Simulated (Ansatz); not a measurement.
input.yaml (Ansatz)

```yaml
crystal:
  lattice:
    - [1.6754064441, 0.0, 0.0]
    - [-0.837703222, 1.4509445422, 0.0]
    - [0.0, 0.0, 21.106692503]
  atoms:
    - { symbol: B, position: [1.0, 1.0, 0.0] }
    - { symbol: B, position: [1.0, 1.0, 0.5] }
    - { symbol: B, position: [0.3333333333, 0.6666666667, 0.25] }
    - { symbol: B, position: [0.6666666667, 0.3333333333, 0.75] }
hamiltonian:
  xc: revpbe
  pseudopotentials:
    kind: paw
    azcp:
      B: "pseudopotentials/B.paw.azcp"
basis:
  ecutwfc: 420
  fft_grid_basis: typed
kpoints:
  mp_grid: { grid: [23, 23, 2], shift: [0, 0, 0] }
magnetization:
  spin_polarized: false
scf:
  occupations: { method: fermi_dirac, width: 0.1 }
  lower_state_search: "off"
output:
  stress: true
  write_density: true
  write_potential: true
  elf: true
  volumetric_format: npy
```

and its output:

```
Engine: ansatz 0.2.0, x86_64-unknown-linux-gnu
Pseudopotentials: kind: paw
Pseudopotential: B, paw, valence charge 3, recommended cutoff 420 eV (normal) 
Functional definition: revPBE
  parameter kappa = 1.245
  parameter beta = 0.06672455060314922
  exchange = pbe_x(kappa = kappa, mu = beta*pi^2/3)
  correlation = pbe_c(beta = beta)
Crystal: 4 atoms, lattice volume = 51.309 Å³
Basis set: ecut = 420 eV, 989 PW (Γ)
Bands: 10, of which v1, the nominal top of the filled ones, is band 6 counted from 1 (5 counted from 0)
Symmetry: 24 space group operations
Space group: P63/mmc (ITA 194), of the structure as read, at distance tolerance 3.7e-5 Å
k-points: 112 of 1058
Non-local potential: B, projectors of the file, l = 0: 2, l = 1: 2, l = 2: 1
PAW form: soft (Blöchl's): semilocal exchange-correlation on the pseudo side does not see the compensation charge
PAW frozen core: B, regenerated for the run's functional, and the local potential with it (the file was generated under x = pbe(κ = 0.804, μ = 0.2195149727645171), c = pbe(β = 0.06672455060314922))
PAW one-centre angular grid: B, 110 points (default); XC on 64 Gauss nodes
Initial density: superposition of atomic densities (neutral atoms: chi_scale 0, normalization atom), corrected by the library's trained network
Initial wavefunctions: pseudopotential atomic-orbital guess
Functional: x = revpbe(κ = 1.245, μ = 0.2195149727645171), c = pbe(β = 0.06672455060314922)
SCF iter   1: F=—  HF=-624.010677 eV  |F-HF|=—  |Δ(HF+E_count)|=         —  Δρ=1.75e-2  dr2=1.78e-1  ethr=1.77e-3  ⟨swp⟩=5.8  Hψ=8009  notcnv=0
SCF iter   2: F=—  HF=-623.963956 eV  |F-HF|=—  |Δ(HF+E_count)|=   4.67e-2  Δρ=3.80e-3  dr2=6.24e-3  ethr=1.49e-3  ⟨swp⟩=3.0  Hψ=3023  notcnv=0  defer=20
SCF iter   3: F=—  HF=-623.964610 eV  |F-HF|=—  |Δ(HF+E_count)|=   6.54e-4  Δρ=3.34e-4  dr2=3.55e-5  ethr=5.20e-5  ⟨swp⟩=2.2  Hψ=2061  notcnv=0  defer=20
SCF iter   4: F=—  HF=-623.964669 eV  |F-HF|=—  |Δ(HF+E_count)|=   5.91e-5  Δρ=4.97e-5  dr2=3.04e-6  ethr=2.95e-7  ⟨swp⟩=2.1  Hψ=1817  notcnv=0  defer=20
iter 5 did not close the SCF: its close was put off for the readings that it lacked (scf_convergence_deferred on its scf_iter line)
SCF iter   5: F=-623.964669 eV  HF=-623.964669 eV  |F-HF|=5.42e-9  |Δ(HF+E_count)|=   3.89e-8  Δρ=7.97e-6  dr2=1.77e-8  ethr=2.54e-8  ⟨swp⟩=2.3  Hψ=1760  notcnv=0  defer=20
SCF iter   6: F=-623.964669 eV  HF=-623.964669 eV  |F-HF|=2.16e-10  |Δ(HF+E_count)|=   1.25e-8  Δρ=6.15e-7  dr2=1.98e-10  ethr=1.48e-10  ⟨swp⟩=7.8  Hψ=8662  notcnv=0
SCF 1 converged in 6 iterations: F = -623.964669 eV  dr2 = 1.98e-10
SCF converged after 6 iterations
Free energy (F): -623.964669 eV
Harris-Foulkes:  -623.964669 eV  (|F-HF|=2.16e-10)
Internal energy: -623.938737 eV  (E = F + TS)
E sigma→0 (E₀):  -623.951703 eV
Entropy (-TS):   -0.025932 eV (-6.483 meV/atom)
Fermi energy:    4.654669 eV
--- Per-component energies (eV) ---
  E_band       = -52.312623
  E_kinetic    = 209.121950
  E_local      = -589.641228  (includes V_loc(G=0)·N_el)
  E_nonlocal   = 42.030544
  E_hartree    = 225.491831
  E_xc         = -130.403421
  E_vxc        = -154.646414  (∫ρ·V_xc dr)
  E_paw        = -317.837601  (= ΣΔE_a)
  E_vpaw       = -10.161343  (= ΣTr[D̂ρ^β])
  E_aug_tail   = -0.000012  (compensation charges beyond the density's cutoff)
  E_ewald      = -62.665181
  E_core_change = -0.035621  (= ΣΔE_core)
  E_smearing   = -0.025932  (= −TS)
  E_closure    = -0.000000  (closes the sum)
  Σ components = -623.964669   (vs F -623.964669, Δ=0.00e0)
--- Stress (GPa, compression-positive) ---
       15.465776      -0.000000       0.000000
       -0.000000      15.465776       0.000000
        0.000000       0.000000       0.092508
  P = ⅓ Tr σ = 10.3414 GPa (103.414 kbar)
--- Band table (eV; the first three rows and the last of 112) ---
  k-point 0: bands = ["-12.9207", "-12.9168", "-12.9168", "-12.9128", "-3.5688", "-3.5021", "-3.5020", "-3.4333", "6.4122", "7.1930"]
  k-point 1: bands = ["-12.9196", "-12.9196", "-12.9140", "-12.9140", "-3.5493", "-3.5493", "-3.4537", "-3.4537", "6.6126", "6.6126"]
  k-point 2: bands = ["-12.8324", "-12.8285", "-12.8285", "-12.8246", "-3.4383", "-3.3719", "-3.3719", "-3.3032", "6.5366", "7.3179"]
  k-point 111: bands = ["0.2286", "0.2286", "0.2289", "0.2289", "2.1291", "2.1291", "2.1293", "2.1293", "13.6942", "13.6942"]
```
